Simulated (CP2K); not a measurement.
# Convergence study of the k-point mesh for CsPbI3 (P4mm, 5 atoms in the cell)

```yaml
crystal:
  lattice:
    - [6.25855, 0.00000, 0.00000]
    - [0.00000, 6.25855, 0.00000]
    - [0.00000, 0.00000, 6.25855]
  atoms:
    - { symbol: Cs, position: [0.00000, 0.00000, 0.00799] }
    - { symbol: Pb, position: [0.50000, 0.50000, 0.50000] }
    - { symbol: I, position: [0.50000, 0.00000, 0.50000] }
    - { symbol: I, position: [0.00000, 0.50000, 0.50000] }
    - { symbol: I, position: [0.50000, 0.50000, 0.00000] }
```

Method of the run: PBE, GPW, DZVP-MOLOPT-SR-GTH basis, GTH-PBE potentials (GTH_POTENTIALS) (CP2K 2026.2).

Base settings: CUTOFF = 500 Ry; REL_CUTOFF = 50 Ry; SMEAR/METHOD = FERMI_DIRAC; ELECTRONIC_TEMPERATURE = 116.05 K; KPOINTS/SCHEME = MONKHORST-PACK 2 2 2; GAMMA_CENTERED = T; XC_FUNCTIONAL = PBE; Cs/BASIS_SET = DZVP-MOLOPT-SR-GTH; Cs/POTENTIAL = GTH-PBE-q9; Pb/BASIS_SET = DZVP-MOLOPT-SR-GTH.

Moved along: GAMMA_CENTERED.

The second cell is the first with its lattice scaled by 0.98.

Only quantities that move along the ladder and can be compared are tabulated.

The starting cell has typed, rounded lattice constants, without a prior relaxation at this level. Its lattice was rescaled by up to half a per cent. One atom was moved a little off its site on purpose. Values carry the incompleteness of an atom-centred basis.

```csv
KPOINTS/SCHEME,free energy less the last step's (meV/atom),energy of the compressed cell less the first (meV/atom),pressure (GPa),largest difference of a force vector from the last step's (eV/Å)
default,-551.73,14.40,0.09,0.042
MONKHORST-PACK 2 2 2,161.92,57.82,2.42,0.003
MONKHORST-PACK 3 3 3,-30.44,27.39,0.89,0.000
MONKHORST-PACK 4 4 4,9.84,35.69,1.30,0.000
MONKHORST-PACK 5 5 5,-3.09,32.04,1.13,0.000
MONKHORST-PACK 6 6 6,1.15,33.51,1.20,0.000
MONKHORST-PACK 7 7 7,-0.44,32.82,1.17,0.000
MONKHORST-PACK 8 8 8,0.17,33.13,1.18,0.000
MONKHORST-PACK 9 9 9,-0.08,32.98,1.17,0.000
MONKHORST-PACK 10 10 10,0.03,33.05,1.18,0.000
MONKHORST-PACK 12 12 12,0.00,33.04,1.18,0.000
```

Coarsest KPOINTS/SCHEME that holds the free energy within 0.5 meV/atom of the last step, with all finer ones: MONKHORST-PACK 7 7 7; the step before is off by 1.2 meV/atom.

Coarsest KPOINTS/SCHEME that holds the energy of the compressed cell less the first within 2 meV/atom of the last step, with all finer ones: MONKHORST-PACK 5 5 5; the step before is off by 2.7 meV/atom.

Coarsest KPOINTS/SCHEME that holds the forces within 0.02 eV/Å of the last step, with all finer ones: MONKHORST-PACK 2 2 2; the step before is off by 0.042 eV/Å.

The energy difference between the two cells stays within 1 meV/atom of the last step's from MONKHORST-PACK 5 5 5 on, the total only from MONKHORST-PACK 7 7 7 on: much of the error is common to both cells and cancels.
